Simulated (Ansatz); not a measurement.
## Relaxing WS2

All numbers below come from DFT PBEsol, scalar-relativistic, plane waves, PAW in Ansatz 0.2.0. (420 eV cutoff, 12×12×2 k-mesh, Gaussian smearing of 0.02 eV, no spin polarisation)

What was changed: strain along c alone, the other axes held, atoms relaxed: +1.5 %.

Spin–orbit coupling is left out, which can shift energies with elements as heavy as these.

Command:

```bash
ansatz run input.yaml --threads 1 --pin off --max-ram 2560MiB --backend cpu --events-out ev --progress --plain --runs-dir out
```

Input:

```yaml
crystal:
  lattice:
    - [3.1457762274, 0.0, 0.0]
    - [-1.5728881137, 2.7243221276, 0.0]
    - [0.0, 0.0, 17.2077223777]
  atoms:
    - { symbol: W, position: [0.3333333333, 0.6666666667, 0.0] }
    - { symbol: S, position: [0.6666666667, 0.3333333333, 0.9075761489] }
    - { symbol: S, position: [0.6666666667, 0.3333333333, 0.0924238511] }
basis:
  ecutwfc: 420
kpoints:
  mp_grid: { grid: [12, 12, 2] }
hamiltonian:
  xc: pbesol
scf:
  occupations: { method: gaussian, width: 0.02 }
output:
  forces: true
  stress: true
  eigenvalues: true
relax:
  adjacent_minimum: "off"
  f_tol: 0.008
  max_steps: 40
```

F is the free energy.

Steps:

```json
{"step": "1", "F − F(1) (eV)": "0.0000", "largest force component (eV/Å)": "0.467"}
{"step": "2", "F − F(1) (eV)": "-0.0078", "largest force component (eV/Å)": "0.262"}
{"step": "3", "F − F(1) (eV)": "-0.0111", "largest force component (eV/Å)": "0.002"}
{"step": "4", "F − F(1) (eV)": "-0.0111", "largest force component (eV/Å)": "0.002"}
```

Relaxed structure:

```cif
data_structure
_symmetry_space_group_name_H-M 'P 1'
_symmetry_Int_Tables_number 1
_cell_length_a 3.1458
_cell_length_b 3.1458
_cell_length_c 17.2077
_cell_angle_alpha 90.000
_cell_angle_beta 90.000
_cell_angle_gamma 120.000
_cell_volume 147.47
loop_
_atom_site_label
_atom_site_type_symbol
_atom_site_fract_x
_atom_site_fract_y
_atom_site_fract_z
_atom_site_occupancy
W1 W 0.33333 0.66667 0.00000 1
S1 S 0.66667 0.33333 0.90895 1
S2 S 0.66667 0.33333 0.09105 1
```

It takes space group P-6m2 (No. 187, hexagonal). The conventional cell has a = 3.146 Å, b = 3.146 Å, c = 17.208 Å, α = 90.00°, β = 90.00°, γ = 120.00°. Around W (site symmetry -6m2) lie 6 S at 2.40 Å. S (site symmetry 3m) has 3 W at 2.40 Å as nearest neighbours.

The run converged. The run took 30 s on 1 thread of Intel(R) Xeon(R) Platinum 8259CL CPU @ 2.50GHz (Skylake/Cascade Lake), with other jobs on the host, peak memory 0.48 GiB.